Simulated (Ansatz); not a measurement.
Relaxed-ion elastic tensor of Ti3SiC2 in space group P6_3/mmc (No. 194; Si on 2b, C on 4f, Ti on 4f, Ti on 2a) in GPa (Voigt order), PBE (plane waves, PAW; program Ansatz); density 4.49 g/cm³, 12.08 Å³ per atom.

```json
[
 {"": "1", "1": "363", "2": "88.6", "3": "100", "4": "0.0", "5": "0.0", "6": "0.0"},
 {"": "2", "1": "88.6", "2": "363", "3": "100", "4": "0.0", "5": "0.0", "6": "0.0"},
 {"": "3", "1": "100", "2": "100", "3": "351", "4": "0.0", "5": "0.0", "6": "0.0"},
 {"": "4", "1": "0.0", "2": "0.0", "3": "0.0", "4": "154", "5": "0.0", "6": "0.0"},
 {"": "5", "1": "0.0", "2": "0.0", "3": "0.0", "4": "0.0", "5": "154", "6": "0.0"},
 {"": "6", "1": "0.0", "2": "0.0", "3": "0.0", "4": "0.0", "5": "0.0", "6": "137"}
]
```

Task: Is the crystal mechanically stable?

Result: Yes: the smallest eigenvalue of C is 137 GPa.

Task: Work out the Voigt, Reuss and Hill averages.

Result: K_V = 184, K_R = 184, K_H = 184; G_V = 141, G_R = 141, G_H = 141 GPa.

Task: Give Young's modulus, Poisson's ratio, Pugh's ratio and the universal anisotropy index.

Result: E = 9KG/(3K + G) = 337 GPa; ν = 0.19; K/G = 1.30 (brittle by the Pugh limit of 1.75); A_U = 5G_V/G_R + K_V/K_R − 6 = 0.03.

Task: Estimate the sound speeds and the Debye temperature.

Result: v_l = √((K + 4G/3)/ρ) = 9100 m/s, v_t = √(G/ρ) = 5610 m/s, mean 6190 m/s; Θ = (h/k)(3n/4πV)^(1/3) v_m = 803 K.

Task: Solve the Christoffel equation for the three sound speeds along x, y, z.

Result: Eigenvalues of C_ijkl n_j n_l equal ρv². In km/s, slowest first: x 5.53, 5.86, 8.99; y 5.53, 5.86, 8.99; z 5.86, 5.86, 8.84.

Task: How much does each axis shrink under pressure?

Result: Linear compressibilities β_i = Σ_j S_ij (j = 1 to 3): x 1.8, y 1.8, z 1.8 per TPa.

Symmetry was held in the PBE relaxation. The run is not spin-polarised. As this level gives no gap, shear constants depend on the k-mesh and smearing (Fermi–Dirac, 0.1 eV here).

Potentials: the later of the program's two PAW sets.
